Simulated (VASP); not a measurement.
# GaSb (F-43m) in VASP: a series of runs

GaSb is run at these levels: PBEsol, PBE; tasks: single point.

Everything below comes from runs of VASP 6.6.1. Logs are shortened: lines on timing, memory, paths and dates and some standing lists are left out, and cuts for length are marked.

**Experimental background.**

A printed reference work, data compilation reports, for a bulk crystal of GaSb at 4.2 K: band gap 0.811 eV (direct).

The runs below are set against these values where they give the same quantity.

## Step 1: The cell of the first run

Symmetry: F-43m, No. 216, cubic system. The conventional cell has a = 6.035 Å, b = 6.035 Å, c = 6.035 Å, α = 90.00°, β = 90.00°, γ = 90.00°. Sb (site symmetry -43m) has 4 Ga at 2.61 Å within 3.4 Å. Ga (site symmetry -43m) has 4 Sb at 2.61 Å within 3.4 Å.

## Step 2: Single point, PBEsol (volume scaled by 0.96)

File INCAR:

```
PREC     = Accurate       # precision mode
ENCUT    = 520            # plane-wave cutoff, eV
EDIFF    = 1E-6           # SCF threshold, eV
ISMEAR   = -1             # smearing method
SIGMA    = 0.05           # smearing width, eV
LREAL    = F              # projectors in reciprocal space
LASPH    = T              # aspherical terms in the spheres
NELM     = 100            # most SCF steps
ALGO     = Normal         # electronic algorithm
ISIF     = 2              # what is computed and relaxed
LWAVE    = F              # write WAVECAR
LCHARG   = F              # write CHGCAR
GGA      = PS             # functional
NBANDS   = 16             # bands
```

File KPOINTS:

```
regular mesh
0
Gamma
  8 8 8
```

File POSCAR:

```
GaSb
1.0
    0.0000000000      3.0176570942      3.0176570942
    3.0176570942      0.0000000000      3.0176570942
    3.0176570942      3.0176570942      0.0000000000
Sb Ga
1 1
Direct
    0.7500000000      0.7500000000      0.7500000000
    0.0000000000      0.0000000000      0.0000000000
```

Potentials or basis: VASP PAW PBE potentials, release 64 (Sb, Ga_d).

Run with:

```
cat potpaw_PBE.64/Sb/POTCAR potpaw_PBE.64/Ga_d/POTCAR > POTCAR
mpirun -np 1 vasp_std > vasp.out
```

OUTCAR:

```text
PREC = Accurate
   ENCUT = 520
   EDIFF = 1E-6
   ISMEAR = -1
   LREAL = F
   LASPH = T
   NELM = 100
   ISIF = 2
   GGA = PS

 ion  position               nearest neighbor table
   1  0.750  0.750  0.750-   2 2.61   2 2.61   2 2.61   2 2.61
   2  0.000  0.000  0.000-   1 2.61   1 2.61   1 2.61   1 2.61

  LATTYP: Found a face centered cubic cell.
 ALAT       =     6.0353141884

  Lattice vectors:

 A1 = (   0.0000000000,   3.0176570942,   3.0176570942)
 A2 = (   3.0176570942,   0.0000000000,   3.0176570942)
 A3 = (   3.0176570942,   3.0176570942,   0.0000000000)

Analysis of symmetry for initial positions (statically):
=====================================================================
 Subroutine PRICEL returns:
 Original cell was already a primitive cell.

 Routine SETGRP: Setting up the symmetry group for a
 face centered cubic supercell.

 Subroutine GETGRP returns: Found 24 space group operations
 (whereof 24 operations were pure point group operations)
 out of a pool of 48 trial point group operations.

The static configuration has the point symmetry T_d .

Analysis of symmetry for dynamics (positions and initial velocities):
=====================================================================
 Subroutine PRICEL returns:
 Original cell was already a primitive cell.

 Routine SETGRP: Setting up the symmetry group for a
 face centered cubic supercell.

 Subroutine GETGRP returns: Found 24 space group operations
 (whereof 24 operations were pure point group operations)
 out of a pool of 48 trial point group operations.

The dynamic configuration has the point symmetry T_d .

 Subroutine INISYM returns: Found 24 space group operations
 (whereof 24 operations are pure point group operations),
 and found     1 'primitive' translations

----------------------------------------------------------------------------------------

                                     Primitive cell

  volume of cell :      54.9591

  direct lattice vectors                    reciprocal lattice vectors
     0.000000000  3.017657094  3.017657094    -0.165691457  0.165691457  0.165691457
     3.017657094  0.000000000  3.017657094     0.165691457 -0.165691457  0.165691457
     3.017657094  3.017657094  0.000000000     0.165691457  0.165691457 -0.165691457

  length of vectors
     4.267611589  4.267611589  4.267611589     0.286986022  0.286986022  0.286986022

  position of ions in fractional coordinates (direct lattice)
     0.750000000  0.750000000  0.750000000
     0.000000000  0.000000000  0.000000000

  ion indices of the primitive-cell ions
   primitive index   ion index
                 1           1
                 2           2

----------------------------------------------------------------------------------------

 KPOINTS: regular mesh

Automatic generation of k-mesh.
 Grid dimensions read from file:
 generate k-points for:    8    8    8

 Generating k-lattice:

  Cartesian coordinates                     Fractional coordinates (reciprocal lattice)
    -0.020711432  0.020711432  0.020711432     0.125000000  0.000000000  0.000000000
     0.020711432 -0.020711432  0.020711432     0.000000000  0.125000000  0.000000000
     0.020711432  0.020711432 -0.020711432     0.000000000  0.000000000  0.125000000

  Length of vectors
     0.035873253  0.035873253  0.035873253

  Shift w.r.t. Gamma in fractional coordinates (k-lattice)
     0.000000000  0.000000000  0.000000000

 Subroutine IBZKPT returns following result:
 ===========================================

 Found     29 irreducible k-points:

 Following reciprocal coordinates:
            Coordinates               Weight
  0.000000  0.000000  0.000000      1.000000
  0.125000  0.000000  0.000000      8.000000
  0.250000  0.000000  0.000000      8.000000
  0.375000  0.000000  0.000000      8.000000
  0.500000  0.000000  0.000000      4.000000
  0.125000  0.125000  0.000000      6.000000
[... 16 lines left out ...]
  0.500000  0.250000  0.125000     48.000000
 -0.375000  0.250000  0.125000     24.000000
 [... further k-points ...]
   k-points           NKPTS =     29   k-points in BZ     NKDIM =     29   number of bands    NBANDS=     16
   number of dos      NEDOS =    301   number of ions     NIONS =      2
   total plane-waves  NPLWV =  32768
   dimension x,y,z NGX =    32 NGY =   32 NGZ =   32
   dimension x,y,z NGXF=    64 NGYF=   64 NGZF=   64
   ions per type =               1   1
   NGX,Y,Z   is equivalent  to a cutoff of  12.47, 12.47, 12.47 a.u.
   NGXF,Y,Z  is equivalent  to a cutoff of  24.93, 24.93, 24.93 a.u.
 SYSTEM =  unknown system
   PREC   = accura    normal or accurate (medium, high low for compatibility)
   ISTART =      0    job   : 0-new  1-cont  2-samecut
   ICHARG =      2    charge: 1-file 2-atom 10-const
   ISPIN  =      1    spin polarized calculation?
   LNONCOLLINEAR =      F non collinear calculations
   LSORBIT =      F    spin-orbit coupling
   LASPH  =      T    aspherical Exc in radial PAW
   ENCUT  =  520.0 eV  38.22 Ry    6.18 a.u.   7.93  7.93  7.93*2*pi/ulx,y,z
   NELM   =    100;   NELMIN=  2; NELMDL= -5     # of ELM steps
   EDIFF  = 0.1E-05   stopping-criterion for ELM
   LREAL  =      F    real-space projection
   EDIFFG = 0.1E-04   stopping-criterion for IOM
   NSW    =      0    number of steps for IOM
   IBRION =     -1    ionic relax: 0-MD 1-quasi-New 2-CG
   NFREE  =      0    steps in history (QN), initial steepest desc. (CG)
   ISIF   =      2    stress and relaxation
   ISYM   =      2    0-nonsym 1-usesym 2-fastsym
   POTIM  = 0.5000    time-step for ionic-motion
   TEBEG  =    0.0;   TEEND  =   0.0 temperature during run
   PSTRESS=    0.0 pullay stress
   NELECT =      18.0000    total number of electrons
   NUPDOWN=      -1.0000    fix difference up-down
   EMIN   =  10.00;   EMAX   =-10.00  energy-range for DOS
   EFERMI =   0.00;   METHOD = LEGACY
   ISMEAR =    -1;   SIGMA  =   0.05  broadening in eV -4-tet -1-fermi 0-gaus
   EFERMI_NEDOS =   21; number of points for ismear=-14 and -15
   IALGO  =     38    algorithm
   IMIX   =      4    mixing-type and parameters
     AMIX     =   0.40;   BMIX     =  1.00
     AMIX_MAG =   1.60;   BMIX_MAG =  1.00
  volume/ion in A,a.u.               =      27.48       185.44
  Fermi-wavevector in a.u.,A,eV,Ry     =   1.128459  2.132478 17.325927  1.273420
  Thomas-Fermi vector in A             =   2.265149
   LORBIT       =      0    0 simple, 1 ext, 2 COOP (PROOUT), +10 PAW based schemes
   GGA     = PS    functional components
   LHFCALC =     F    Hartree Fock is set to
   AEXX    =    0.0000 exact exchange contribution
   IVDW    =     0    specifies the selected vdW correction
   LEPSILON=     F    determine dielectric tensor
   LRPA    =     F    only Hartree local field effects (RPA)
 non-spin polarized calculation
  energy-cutoff  :      520.00
  volume of cell :       54.96
 maximum number of plane-waves:      1494
   NGX = 15   NGY = 15   NGZ = 15

 number of electron      17.9999993 magnetization

 Free energy of the ion-electron system (eV)
  ---------------------------------------------------
  ext. energy  EPLUGINS =         0.00000000
  ---------------------------------------------------
  free energy    TOTEN  =        -8.13346172 eV

  energy without entropy =       -8.13327894  energy(sigma->0) =       -8.13337033

 E-fermi :   5.3241     XC(G=0):  -9.4444

 val. band max:        5.1583148431   @ k =   0.0000   0.0000   0.0000
 cond. band min:       5.4427757869   @ k =   0.0000   0.0000   0.0000
 fundamental gap:      0.2844609438
 Fermi energy:         5.3240655496

 k-point     1 :       0.0000    0.0000    0.0000
  band No.  band energies     occupation
      1      -9.9281      2.00000
      2      -9.9281      2.00000
      3      -9.9281      2.00000
      4      -9.8711      2.00000
      5      -9.8711      2.00000
      6      -6.6379      2.00000
[... 8 lines left out ...]
     15      13.8381      0.00000
     16      13.8381      0.00000

 k-point     2 :       0.1250    0.0000    0.0000
  band No.  band energies     occupation
      1      -9.9332      2.00000
      2      -9.9260      2.00000
      3      -9.9260      2.00000
      4      -9.8714      2.00000
      5      -9.8714      2.00000
      6      -6.4692      2.00000
[... 8 lines left out ...]
     15      12.9527      0.00000
     16      12.9527      0.00000

 k-point     3 :       0.2500    0.0000    0.0000
  band No.  band energies     occupation
      1      -9.9453      2.00000
      2      -9.9212      2.00000
      3      -9.9212      2.00000
      4      -9.8716      2.00000
      5      -9.8716      2.00000
      6      -5.9871      2.00000
[... 8 lines left out ...]
     15      12.7350      0.00000
     16      12.7350      0.00000

 k-point     4 :       0.3750    0.0000    0.0000
  band No.  band energies     occupation
      1      -9.9570      2.00000
      2      -9.9171      2.00000
      3      -9.9171      2.00000
      4      -9.8713      2.00000
      5      -9.8713      2.00000
      6      -5.3111      2.00000
[... 8 lines left out ...]
     15      13.7474      0.00000
     16      13.7474      0.00000
[... 324 lines left out ...]
 k-point    22 :       0.3750    0.2500    0.1250
  band No.  band energies     occupation
      1      -9.9568      2.00000
      2      -9.9156      2.00000
      3      -9.9140      2.00000
      4      -9.8760      2.00000
      5      -9.8696      2.00000
      6      -5.5662      2.00000
[... 8 lines left out ...]
     15      14.2499      0.00000
     16      14.5553      0.00000

 k-point    23 :       0.5000    0.2500    0.1250
  band No.  band energies     occupation
      1      -9.9645      2.00000
      2      -9.9128      2.00000
      3      -9.9100      2.00000
      4      -9.8758      2.00000
      5      -9.8702      2.00000
      6      -4.9166      2.00000
[... 8 lines left out ...]
     15      13.9764      0.00000
     16      15.3725      0.00000

 k-point    24 :      -0.3750    0.2500    0.1250
  band No.  band energies     occupation
      1      -9.9675      2.00000
      2      -9.9120      2.00000
      3      -9.9085      2.00000
      4      -9.8749      2.00000
      5      -9.8711      2.00000
      6      -4.5219      2.00000
[... 8 lines left out ...]
     15      14.7877      0.00000
     16      15.4458      0.00000

 [... further k-points ...]

------------------------ aborting loop because EDIFF is reached ----------------------------------------

  FORCE on cell =-STRESS in cart. coord.  units (eV):
  Direction    XX          YY          ZZ          XY          YZ          ZX
  --------------------------------------------------------------------------------------
  -------------------------------------------------------------------------------------
  Total        0.7536421      0.7536421      0.7536421     -0.0000000      0.0000000      0.0000000
  in kB       21.9703033     21.9703033     21.9703033     -0.0000000      0.0000000      0.0000000
  external PRESSURE =      21.9703033 kB  Pullay stress =       0.0000000 kB

 VOLUME and BASIS-vectors are now :
 -----------------------------------------------------------------------------
  energy-cutoff  :      520.00
  volume of cell :       54.96
      direct lattice vectors                 reciprocal lattice vectors
     0.000000000  3.017657094  3.017657094    -0.165691457  0.165691457  0.165691457
     3.017657094  0.000000000  3.017657094     0.165691457 -0.165691457  0.165691457
     3.017657094  3.017657094  0.000000000     0.165691457  0.165691457 -0.165691457

 POSITION                                       TOTAL-FORCE (eV/Angst)
 -----------------------------------------------------------------------------------
      4.52649      4.52649      4.52649         0.000000      0.000000      0.000000
      0.00000      0.00000      0.00000        -0.000000     -0.000000     -0.000000
 -----------------------------------------------------------------------------------
    total drift:                               -0.000001     -0.000001     -0.000001

  FREE ENERGIE OF THE ION-ELECTRON SYSTEM (eV)
  ---------------------------------------------------
  free  energy   TOTEN  =        -8.1334617208 eV

  energy  without entropy=       -8.1332789392  energy(sigma->0) =       -8.13337033
```

Run time: 37 s. Hardware: 1 thread of AMD EPYC 7R13 (Zen 3), shared host; peak memory 0.15 GiB.

What came out:

| Item | Value |
| --- | --- |
| Free energy | -8.1335 eV |
| Pressure | 2.2 GPa |
| Band gap on the k mesh | 0.28 eV, direct |

Caveat: the cell differs from its parent crystal (volume scaled by 0.96); the PAW data sets were made with another functional, which shifts forces and pressure a little; spin-orbit coupling is left out, which moves the levels of the heavy elements.

## Step 3: Single point, PBEsol, non-collinear spin, zero start, spin-orbit coupling

This run uses another cell than the first one, of 30.34 Å³/atom, 1.104 times its volume.

File INCAR:

```
PREC     = Accurate       # precision mode
ENCUT    = 520            # plane-wave cutoff, eV
EDIFF    = 1E-7           # SCF threshold, eV
ISMEAR   = -1             # smearing method
SIGMA    = 0.05           # smearing width, eV
LREAL    = F              # projectors in reciprocal space
LASPH    = T              # aspherical terms in the spheres
NELM     = 150            # most SCF steps
ALGO     = Normal         # electronic algorithm
ISIF     = 2              # what is computed and relaxed
LWAVE    = F              # write WAVECAR
LCHARG   = T              # write CHGCAR
LNONCOLLINEAR= T              # non-collinear magnetism
MAGMOM   = 0 0 0 0 0 0    # initial moments
LORBIT   = 11             # projections on sites
LSORBIT  = T              # spin-orbit coupling
GGA_COMPAT= F            
LORBMOM  = T            
GGA      = PS             # functional
LVHAR    = T            
NBANDS   = 30             # bands
```

KPOINTS is that of step 2.

File POSCAR:

```
GaSb
1.0
    0.0000000000      3.1189956238      3.1189956238
    3.1189956238      0.0000000000      3.1189956238
    3.1189956238      3.1189956238      0.0000000000
Sb Ga
1 1
Direct
    0.7500000000      0.7500000000      0.7500000000
    0.0000000000      0.0000000000      0.0000000000
```

Potentials or basis: VASP PAW PBE potentials, release 64 (Sb, Ga_d).

Run with:

```
cat potpaw_PBE.64/Sb/POTCAR potpaw_PBE.64/Ga_d/POTCAR > POTCAR
mpirun -np 1 vasp_ncl > vasp.out
```

It took 4.3 min on 1 thread of Intel Xeon 6975P-C, shared host; peak memory 0.44 GiB.

The run converged. Its results:

- Free energy: -8.1869 eV
- Pressure: -2.6 GPa
- Net moment: 0.00 μB per cell
- Valence electrons inside the program's atomic spheres: Sb 2.46; Ga 11.58

Moments on the atoms (μB; x, y, z):
```
Sb  0.00 0.00 0.00
Ga  0.00 0.00 0.00
```

Caveat: the PAW data sets were made with another functional, which shifts forces and pressure a little.

## Step 4: Single point, PBE

This run uses another cell than the first one, of 28.62 Å³/atom, 1.042 times its volume.

File INCAR:

```
ALGO = Normal ; EDIFF = 1E-6
ENCUT = 520 ; GGA = PE
ISIF = 2 ; ISMEAR = -1
LASPH = T ; LCHARG = F
LREAL = F ; LWAVE = F
NBANDS = 16 ; NELM = 60
PREC = Accurate ; SIGMA = 0.03
```

File KPOINTS:

```
k-points
0
Gamma
  5 5 5
```

File POSCAR:

```
GaSb
1.0
    0.0000000000      3.0590000000      3.0590000000
    3.0590000000      0.0000000000      3.0590000000
    3.0590000000      3.0590000000      0.0000000000
Sb Ga
1 1
Direct
    0.7500000000      0.7500000000      0.7500000000
    0.0000000000      0.0000000000      0.0000000000
```

Run with:

```
cat potpaw_PBE.64/Sb/POTCAR potpaw_PBE.64/Ga_d/POTCAR > POTCAR
mpirun -np 1 vasp_std > vasp.out
```

Wall time 15 s (1 thread of Intel Xeon 8259CL, shared host); peak memory 0.18 GiB.

The run converged. Its results:

```yaml
Free_energy: -7.2785 eV
Pressure: 2.6 GPa
```

Levels at points of the mesh, in eV from the Fermi level:
| k point | band 6 | band 7 | band 8 | band 9 | band 10 | band 11 | band 12 | band 13 |
| --- | --- | --- | --- | --- | --- | --- | --- | --- |
| (0.00, 0.00, 0.00) | -11.52 | -0.04 | -0.04 | -0.04 | -0.01 | 2.72 | 2.72 | 2.72 |

Caveat: spin-orbit coupling is left out, which moves the levels of the heavy elements.

## Step 5: Single point, PBEsol

This run uses another cell than the first one, of 28.62 Å³/atom, 1.042 times its volume.

File INCAR:

```
SYSTEM = GaSb
  PREC = Accurate
  ENCUT = 520
  EDIFF = 1E-6
  ISMEAR = -1
  SIGMA = 0.025
  LREAL = .False.
  LASPH = .True.
  NELM = 100
  ALGO = Normal
  ISIF = 2
  LWAVE = .False.
  LCHARG = .True.
  GGA = PS
  LELF = .True.
  LVHAR = .True.
  NBANDS = 16
```

File KPOINTS:

```
regular mesh
0
Gamma
  6 6 6
  0 0 0
```

POSCAR is that of step 4.

Run with:

```
cat potpaw_PBE.64/Sb/POTCAR potpaw_PBE.64/Ga_d/POTCAR > POTCAR
mpirun -np 1 vasp_std > vasp.out
```

It took 8.8 s on 1 thread of Intel Xeon 6975P-C (Granite Rapids), shared host; peak memory 0.18 GiB.

Results (log left out):

| Item | Value |
| --- | --- |
| Free energy | -8.1222 eV |
| Pressure | 0.0 GPa |
| Band gap on the k mesh | zero (filled and empty bands touch) |

Levels at points of the mesh, in eV from the Fermi level:
```tsv
k point	band 5	band 6	band 7	band 8	band 9	band 10	band 11	band 12	band 13	band 14
(0.00, 0.00, 0.00)	-14.98	-11.53	-0.04	-0.02	-0.02	-0.02	2.73	2.73	2.73	5.60
(0.50, 0.00, 0.00)	-14.98	-9.90	-6.42	-1.18	-1.18	0.32	3.69	3.69	6.29	9.22
(0.50, 0.50, 0.00)	-14.97	-9.07	-6.86	-2.61	-2.61	0.81	1.13	8.64	8.64	9.95
```

Caveat: the PAW data sets were made with another functional, which shifts forces and pressure a little; spin-orbit coupling is left out, which moves the levels of the heavy elements.

## Step 6: Summary

```csv
level,spin,cell,k mesh,smearing,gap on the mesh (eV),pressure (GPa)
PBEsol,off,"a = 4.268 Å, angles 60.0°, 2 atoms",8 × 8 × 8,fermi-dirac 0.05 eV,0.28,2.2
PBEsol,"non-collinear, zero start, SOC","a = 4.411 Å, angles 60.0°, 2 atoms",8 × 8 × 8,fermi-dirac 0.05 eV,-,-2.6
PBE,off,"a = 4.326 Å, angles 60.0°, 2 atoms",5 × 5 × 5,fermi-dirac 0.03 eV,-,2.6
PBEsol,off,"a = 4.326 Å, angles 60.0°, 2 atoms",6 × 6 × 6,fermi-dirac 0.025 eV,none,0.0
```

Alike in all rows: task single point; potentials or basis VASP PAW PBE potentials, release 64 (Sb, Ga_d); cutoff (eV) 520.

Caveats: the PAW data sets were made with another functional, which shifts forces and pressure a little (some runs); spin-orbit coupling is left out, which moves the levels of the heavy elements (some runs).

Total energies depend on the potentials used, so only differences within one code and one set of settings carry meaning.

## Step 7: How close it comes

Step 5. Against the measured gap of GaSb, 0.811 eV (direct; 4.2 K; a printed reference work, data compilation), the calculated 0.00 eV is off by -0.81 eV. Spin-orbit coupling on Ga, Sb is left out. The value is that of PBEsol on a finite k mesh, which can miss the band edges, without temperature or zero-point motion. Semilocal functionals fall short of measured gaps as a rule.
